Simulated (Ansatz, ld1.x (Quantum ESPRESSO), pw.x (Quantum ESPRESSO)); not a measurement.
Equation-of-state test of one TM potential (cadmium)

```
Element                 : cadmium
Generator               : ld1.x (Quantum ESPRESSO) 7.5
Type                    : norm-conserving Troullier–Martins (Kleinman–Bylander form)
Functional              : PBE
Relativity              : scalar-relativistic
Frozen core             : [Kr]
Valence charge          : 12
Reference configuration : 4d10 5s2 5p0
Partial waves           : 5s (bound): rc 1.70 bohr; 5p (bound, empty): rc 3.60 bohr; 4d (bound): rc 1.30 bohr
Local potential         : all-electron potential smoothed inside 2.60 bohr (lloc = -1)
Core correction         : none
```

Crystal test: fcc Cd in pw.x 7.5, no spin, 13³ k-points, Fermi–Dirac smearing 0.01 Ry, cutoffs 170/680 Ry. The reference is all-electron LAPW (Ansatz 0.2.0) with the same functional, mesh and smearing; V0 and B0 come from Birch–Murnaghan fits to the pressures at five volumes. Errors are pseudo minus all-electron; Δ is the rms difference of the E(V) curves that follow from these fits, minima aligned, over ±6 % about the mean V0. Mesh and smearing are coarse, so the numbers serve the comparison and aren't converged zero-temperature values; the lattice is a test structure that the element need not adopt.

All-electron: a0 = 4.506 Å (V0 = 22.87 Å³/atom), B0 = 41.2 GPa.

Question: How far does the potential miss the all-electron equation of state?

Answer: mean pressure error (GPa): +0.51; a0 (Å): 4.523; a0 error (%): +0.39; B0 error (%): +1.0; Δ (meV/atom): 2.5. The largest radius (3.60 bohr) exceeds half the bond length (3.01 bohr), so the spheres overlap, which is one possible source of error among others.

```json
{"V (Å³/atom)": "21.763", "P all-electron (GPa)": "2.37", "P pseudo (GPa)": "3.06"}
{"V (Å³/atom)": "22.335", "P all-electron (GPa)": "1.04", "P pseudo (GPa)": "1.63"}
{"V (Å³/atom)": "22.908", "P all-electron (GPa)": "-0.07", "P pseudo (GPa)": "0.42"}
{"V (Å³/atom)": "23.481", "P all-electron (GPa)": "-1.01", "P pseudo (GPa)": "-0.59"}
{"V (Å³/atom)": "24.053", "P all-electron (GPa)": "-1.79", "P pseudo (GPa)": "-1.44"}
```

Question: At the middle volume, how do free energy and pressure move when the wave cutoff is lowered (ecutrho kept at four times it)?

Answer:

| cutoff (Ry) | shift of F (meV/atom) | shift of P (GPa) |
| --- | --- | --- |
| 76 | +206.7 | -11.43 |
| 102 | +19.4 | +0.03 |
| 136 | +7.1 | -0.19 |

Input at the middle volume:

```
&control
  calculation='scf', prefix='x', pseudo_dir='./', outdir='./tmp', tstress=.true., disk_io='low'
/
&system
  ibrav=0, nat=1, ntyp=1, ecutwfc=170, ecutrho=680, nbnd=14,
  occupations='smearing', smearing='fd', degauss=0.01
/
&electrons
  conv_thr=1e-09, mixing_beta=0.4, electron_maxstep=70
/
ATOMIC_SPECIES
Cd 1.0 Cd.UPF
CELL_PARAMETERS angstrom
  0.00000000 2.25416512 2.25416512
  2.25416512 0.00000000 2.25416512
  2.25416512 2.25416512 0.00000000
ATOMIC_POSITIONS crystal
Cd 0.0000 0.0000 0.0000
K_POINTS automatic
13 13 13 0 0 0
```

```bash
pw.x < Cd.scf.in > Cd.scf.out
```

Lines of the output:

```
Message from routine setup:
     using ibrav=0 with symmetry is DISCOURAGED, use correct ibrav instead
     lattice parameter (alat)  =       6.0242  a.u.
     unit-cell volume          =     154.5908 (a.u.)^3
     number of electrons       =        12.00
     number of Kohn-Sham states=           14
     kinetic-energy cutoff     =     170.0000  Ry
     charge density cutoff     =     680.0000  Ry
     scf convergence threshold =      1.0E-09
     Exchange-correlation= PBE
     number of k points=    84  Fermi-Dirac smearing, width (Ry)=  0.0100
     iteration #  1     ecut=   170.00 Ry     beta= 0.40
     total energy              =     -92.72374344 Ry
     estimated scf accuracy    <       0.01296117 Ry
     iteration #  2     ecut=   170.00 Ry     beta= 0.40
     total energy              =     -92.72547038 Ry
     estimated scf accuracy    <       0.00109108 Ry
     iteration #  3     ecut=   170.00 Ry     beta= 0.40
     total energy              =     -92.72562212 Ry
     estimated scf accuracy    <       0.00023999 Ry
     iteration #  4     ecut=   170.00 Ry     beta= 0.40
     total energy              =     -92.72563222 Ry
     estimated scf accuracy    <       0.00000047 Ry
     iteration #  5     ecut=   170.00 Ry     beta= 0.40
     total energy              =     -92.72563242 Ry
     estimated scf accuracy    <       0.00000026 Ry
     iteration #  6     ecut=   170.00 Ry     beta= 0.40
     total energy              =     -92.72563246 Ry
     estimated scf accuracy    <       0.00000003 Ry
     iteration #  7     ecut=   170.00 Ry     beta= 0.40
     total energy              =     -92.72563247 Ry
     estimated scf accuracy    <          1.5E-09 Ry
     iteration #  8     ecut=   170.00 Ry     beta= 0.40
     the Fermi energy is    10.7339 ev
!    total energy              =     -92.72563247 Ry
     estimated scf accuracy    <          2.2E-10 Ry
     smearing contrib. (-TS)   =      -0.00166335 Ry
     The total energy is F=E-TS. E is the sum of the following terms:
     one-electron contribution =     -23.61421653 Ry
     hartree contribution      =      21.68603774 Ry
     xc contribution           =     -13.30070169 Ry
     ewald contribution        =     -77.49508864 Ry
     convergence has been achieved in   8 iterations
          total   stress  (Ry/bohr**3)                   (kbar)     P=        4.22
```

The run at the middle volume (84 k-points, 8 iterations) took about 95 s on one core of a shared host (Neoverse-V1, 32 threads, 247 GiB, load 21).
